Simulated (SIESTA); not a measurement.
Input of a SIESTA 5.4.2 run:

Contents of run.py:

```python
from ase.io import read
from ase.calculators.siesta import Siesta
from ase.units import Ry, GPa
from ase.optimize import LBFGS
from ase.filters import FrechetCellFilter

atoms = read("Nb.xyz")

fdf = {
    'SCFMustConverge': False,
    'OccupationFunction': 'FD',
    'ElectronicTemperature': '0.05 eV',
    'MaxSCFIterations': '120',
    'SCF.Mixer.Method': 'Pulay',
    'SCF.Mixer.Weight': '0.25',
    'SCF.Mixer.History': '8',
    'SCF.DM.Tolerance': '5.0e-05',
    'SCF.H.Tolerance': '1.0e-03 eV',
    'WriteForces': 'true',
    'Charge.Mulliken': 'end',
    'PAO.Basis': ['Nb.1 5', 'n=4 0 2', '  3.366 0.000', 'n=5 0 2', '  9.205 0.000', 'n=4 1 2', '  3.905 0.000', 'n=5 1 1', '  9.205', 'n=4 2 2', '  7.430 0.000'],
}
calc = Siesta(
    label="Nb",
    command="siesta < PREFIX.fdf > PREFIX.out",
    pseudo_path="pseudos",
    pseudo_qualifier="",
    xc=('VDW', 'LMKLL'),
    basis_set="DZP",
    mesh_cutoff=800 * Ry,
    energy_shift=0.003 * Ry,
    kpts=[8, 8, 8],
    spin="non-polarized",
    fdf_arguments=fdf,
)
atoms.calc = calc

opt = LBFGS(FrechetCellFilter(atoms), trajectory="relax.traj")
converged = opt.run(fmax=0.02, steps=40)
print("converged:", converged)
print("cell (A):", atoms.cell.cellpar().round(5))
print("scaled positions:")
print(atoms.get_scaled_positions().round(6))
print(f"energy = {atoms.get_potential_energy():.6f} eV")
free = atoms.get_potential_energy(force_consistent=True)
print(f"free energy = {free:.6f} eV")
print("forces (eV/A):")
print(atoms.get_forces(apply_constraint=False).round(6))
print("stress (GPa, Voigt order, tension positive):", (atoms.get_stress() / GPa).round(4))
```

File Nb.xyz:

```xyz
1
Lattice="-1.6639500000 1.6639500000 1.6639500000 1.6639500000 -1.6639500000 1.6639500000 1.6639500000 1.6639500000 -1.6639500000" Properties=species:S:1:pos:R:3 pbc="T T T"
Nb     0.0000000000      0.0000000000      0.0000000000
```

Potentials or basis: PseudoDojo 0.4 standard (PBE files), DZP (energy shift 0.003 Ry; two zetas on semicore shells).

Command:

```bash
$ python run.py
```

Task: Estimate the relaxed cell.

Result: a = 2.931 Å, b = 2.931 Å, c = 2.931 Å, α = 109.47°, β = 109.47°, γ = 109.47°.

Task: Predict the space group after relaxing (to 0.05 Å).

Result: Im-3m (No. 229).

Task: What does it give for the band gap on the k mesh?

Result: None (metal or under the smearing width).

Task: Estimate the relaxed volume.

Result: 19.39 Å³/atom.

Final structure:
```cif
data_structure
_symmetry_space_group_name_H-M 'P 1'
_symmetry_Int_Tables_number 1
_cell_length_a 2.9311
_cell_length_b 2.9311
_cell_length_c 2.9311
_cell_angle_alpha 109.471
_cell_angle_beta 109.471
_cell_angle_gamma 109.471
_cell_volume 19.39
loop_
_atom_site_label
_atom_site_type_symbol
_atom_site_fract_x
_atom_site_fract_y
_atom_site_fract_z
_atom_site_occupancy
Nb1 Nb 0.00000 0.00000 0.00000 1
```

Caveat: the potentials were made for another functional, which shifts forces and pressure; the basis of atomic orbitals isn't converged, which shifts pressures, moduli and gaps. Zero-point motion and thermal expansion aren't in these numbers.
